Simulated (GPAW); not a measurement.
A run of GPAW 26.7.0:

The input run.py:

```python
from ase.dft.bandgap import bandgap
from ase.io import read, write
from ase.units import GPa
from gpaw import GPAW, PW

atoms = read('GaP.cif')

calc = GPAW(mode=PW(800),
            xc='LDA',
            kpts={'size': (8, 8, 8), 'gamma': True},
            occupations={'name': 'fermi-dirac', 'width': 0.05},
            setups='hgh',
            nbands=-7,
            convergence={'density': 1e-05, 'energy': 1e-05},
            maxiter=150,
            txt='gpaw.txt')
atoms.calc = calc
energy = atoms.get_potential_energy()
forces = atoms.get_forces()
stress = atoms.get_stress()
calc.write('gs.gpw')
write('result.traj', atoms)
print(f'Energy: {energy:.6f} eV')
print('Forces (eV/A):')
print(forces.round(4))
print('Stress (GPa):', (stress / GPa).round(3))
print('Fermi level:', round(calc.get_fermi_level(), 4), 'eV')
print(f'Gap: {bandgap(calc)[0]:.4f} eV, direct: {bandgap(calc, direct=True)[0]:.4f} eV')

path = atoms.cell.bandpath('GXWKGLUWLK,UX', npoints=80, eps=1e-4)
bs_calc = calc.fixed_density(kpts=path, symmetry='off', nbands=-17,
                             convergence={'bands': 'CBM+6.0', 'eigenstates': 1e-6}, txt='bands.txt')
bs = bs_calc.band_structure()
bs.write('bs.json')
print(f'Gap on the path: {bandgap(bs_calc)[0]:.4f} eV')
```

File GaP.cif:

```cif
data_GaP
_cell_length_a 3.85408551
_cell_length_b 3.85408551
_cell_length_c 3.85408551
_cell_angle_alpha 60.00000000
_cell_angle_beta 60.00000000
_cell_angle_gamma 60.00000000
_space_group_name_H-M_alt 'P1'
_space_group_name_Hall 'P 1'
_space_group_IT_number 1
loop_
_space_group_symop_operation_xyz
'x,y,z'
loop_
_atom_site_label
_atom_site_type_symbol
_atom_site_symmetry_multiplicity
_atom_site_Wyckoff_symbol
_atom_site_fract_x
_atom_site_fract_y
_atom_site_fract_z
_atom_site_occupancy
Ga1 Ga 1 a 0.0000000000 0.0000000000 0.0000000000 1
P1 P 1 a 0.7500000000 0.7500000000 0.7500000000 1
```

Potentials or basis: HGH pseudopotentials, pw.

Run with:

```console
$ OMP_NUM_THREADS=1 python run.py
```

Hardware: 1 thread of AMD EPYC 9R14 (Zen 4) (shared host).

Question: Estimate the wall time of this run.

Answer: Run time: 30 s on 1 thread of AMD EPYC 9R14 (Zen 4), on a shared host, peak memory 0.28 GiB. Counts: scf iterations 14, plane waves 2120, bands 11, k points 29.
